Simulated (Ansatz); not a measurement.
Level of theory: Ansatz 0.2.0, DFT PBE, scalar-relativistic, plane waves, PAW. All cells share a 420 eV cutoff and Γ-centred k meshes spaced at most about 0.3 Å⁻¹ (about 0.25 or finer for metals, 2π included). No spin polarisation.

Each guess is relaxed in cell and atoms at zero pressure, on a coarse mesh first where it starts far from rest and then on a converged one. The steps can't lower the symmetry of the start, but it can rise. Energies are static (0 K, no zero-point motion).

This guess for TiC isn't its lowest structure:

```cif
data_structure
_symmetry_space_group_name_H-M 'Pm-3m'
_symmetry_Int_Tables_number 221
_cell_length_a 3.0293
_cell_length_b 3.0293
_cell_length_c 3.0293
_cell_angle_alpha 90.000
_cell_angle_beta 90.000
_cell_angle_gamma 90.000
_cell_volume 27.80
loop_
_atom_site_label
_atom_site_type_symbol
_atom_site_symmetry_multiplicity
_atom_site_Wyckoff_symbol
_atom_site_fract_x
_atom_site_fract_y
_atom_site_fract_z
_atom_site_occupancy
Ti1 Ti 1 a 0.00000 0.00000 0.00000 1
C1 C 1 b 0.50000 0.50000 0.50000 1
```

Question: What does it relax into?

Answer: Pm-3m at 13.9 Å³/atom → Pm-3m (caesium chloride type) at 10.0 Å³/atom. Conventional cell: a = 2.711 Å. Ti has 8 C at 2.35 Å and 6 Ti at 2.71 Å; C is surrounded by 8 Ti at 2.35 Å and 6 C at 2.71 Å.

```cif
data_structure
_symmetry_space_group_name_H-M 'Pm-3m'
_symmetry_Int_Tables_number 221
_cell_length_a 2.7107
_cell_length_b 2.7107
_cell_length_c 2.7107
_cell_angle_alpha 90.000
_cell_angle_beta 90.000
_cell_angle_gamma 90.000
_cell_volume 19.92
loop_
_atom_site_label
_atom_site_type_symbol
_atom_site_symmetry_multiplicity
_atom_site_Wyckoff_symbol
_atom_site_fract_x
_atom_site_fract_y
_atom_site_fract_z
_atom_site_occupancy
Ti1 Ti 1 a 0.00000 0.00000 0.00000 1
C1 C 1 b 0.50000 0.50000 0.50000 1
```

Question: How far does this end lie above the lowest form of TiC relaxed in the same way, and what is that form?

Answer: It lies 1.18 eV/atom above the lowest of the 10 forms computed, a structure that the Crystallography Open Database (COD) lists, of the rock salt type. Space group Fm-3m (No. 225), cubic, a = 4.333 Å. Ti has 6 C at 2.17 Å; C is surrounded by 6 Ti at 2.17 Å. That form has 10.2 Å³/atom and no gap on its mesh, nor has the guess's end. Counting C atoms around Ti (those within 1.25 times the shortest such distance or 1.15 times the sum of covalent radii), the guess's end has Ti 8 and the lowest form has Ti 6.

Some candidate types were left out of the draw beforehand, so a known form may be missing.
